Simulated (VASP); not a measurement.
# BP: equation of state with LDA

**The experiment to reproduce.**

From “Equation of state of single-crystal cubic boron phosphide”, 2014, arxiv:1407.1677, for a bulk crystal of BP at 300 K: bulk modulus 179 ± 1 GPa.

BP:

```
CELL_PARAMETERS angstrom
0.00000 2.24495 2.24495
2.24495 0.00000 2.24495
2.24495 2.24495 0.00000
ATOMIC_POSITIONS crystal
P 0.75000 0.75000 0.75000
B 0.00000 0.00000 0.00000
```

```json
{
  "Program": "VASP 6.6.1",
  "Task": "equation of state",
  "Functional": "LDA",
  "Potentials or basis": "VASP PAW LDA potentials, release 64 (P, B)",
  "Cutoff": "520 eV",
  "k mesh": "8 × 8 × 8",
  "Occupations": "gaussian, width 0.02 eV",
  "Spin": "no spin polarisation"
}
```

The equilibrium volume is 11.32 Å³/atom. The bulk modulus is 175 GPa. The pressure derivative of the bulk modulus is 3.7 (rough: it moves with the points fitted).

Energy against volume, from the lowest point:
| volume (Å³/atom) | energy (meV/atom) |
| --- | --- |
| 10.861 | 10.72 |
| 11.088 | 2.65 |
| 11.314 | 0.00 |
| 11.540 | 2.34 |
| 11.767 | 9.17 |

All runs of the series together: 10 s on 1 thread of Intel(R) Xeon(R) 6975P-C (Granite Rapids) (shared host).

Measured bulk modulus of BP: 179 GPa (300 K; “Equation of state of single-crystal cubic boron phosphide”, 2014, arxiv:1407.1677). This calculation gives 175 GPa (-2.1 %). 3 values of this kind are on record (173 to 179 GPa); this one was drawn at random among those near their median, those with a stated uncertainty first. The fit is for a static lattice scaled at fixed shape and fixed fractional positions.
